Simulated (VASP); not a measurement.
Runs of VASP 6.6.1 on Mg. It takes space group P6_3/mmc (No. 194, hexagonal). The conventional cell has a = 3.209 Å, b = 3.209 Å, c = 5.210 Å, α = 90.00°, β = 90.00°, γ = 120.00°. Mg (site symmetry -6m2) is surrounded by 12 Mg at 3.20 to 3.21 Å. 

```csv
level,k mesh,grid for exact exchange (PRECFOCK),exchange at q = 0,mesh quality,gap on the mesh (eV),pressure (GPa),relaxed volume (Å³/atom)
revPBE+D3(BJ),10 × 10 × 5,-,-,not flagged,none,0.0,21.20
RPBE+D3,10 × 10 × 5,-,-,not flagged,none,0.0,23.41
PBEsol+rVV10,10 × 10 × 5,-,-,not flagged,none,0.0,22.50
HF,5 × 5 × 3,Normal,truncated,coarse,none,0.0,(b)
RPBE+D4,10 × 10 × 5,-,-,not flagged,none,0.0,(a)
```

Alike in all rows: task relaxation of cell and atoms; potentials or basis VASP PAW PBE potentials, release 64 (Mg); no spin polarisation; cell relaxed; cutoff (eV) 600; smearing fermi-dirac 0.05 eV.

Problem. Fill in the values left out.

Solution. (a) 23.25; (b) 23.84.

Caveats: some runs use coarse meshes; the PAW data sets were made with another functional, which shifts forces and pressure a little; pairwise dispersion overbinds metals, which lowers pressure and volume (some runs).

A gap of «none» marks a metal or a gap under the smearing width.

Runs at the PBE level aren't shown here.
